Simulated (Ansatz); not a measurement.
# KBr (Fm-3m): the size of the finite step

```yaml
crystal:
  lattice:
    - [0.00000, 3.18755, 3.18755]
    - [3.18755, 0.00000, 3.18755]
    - [3.18755, 3.18755, 0.00000]
  atoms:
    - { symbol: K, position: [0.00000, 0.00000, 0.00000] }
    - { symbol: Br, position: [0.50000, 0.50000, 0.50000] }
```

Level of theory, where no other is named: LDA, PAW on Ansatz 0.2.0's default frozen-core files (fitted under PBE), scalar-relativistic. k mesh 6×6×6, strains of ±0.005, fixed occupations, cutoff 420 eV. The cell was relaxed by PAW under this functional, which moved its volume by -10 % from the database entry's.

Elastic constants come from stresses at strains of ±0.005 (two-point stencil): C11 = 49.9, C12 = 5.2, C44 = 5.1 GPa. What does an amplitude of 0.02 give?

C11 = 50.4, C12 = 5.2, C44 = 5.1 GPa. Nothing moves by 1 %.

Keep in mind: frozen-core PAW files fitted under PBE, their cores solved anew for the functional of the run.
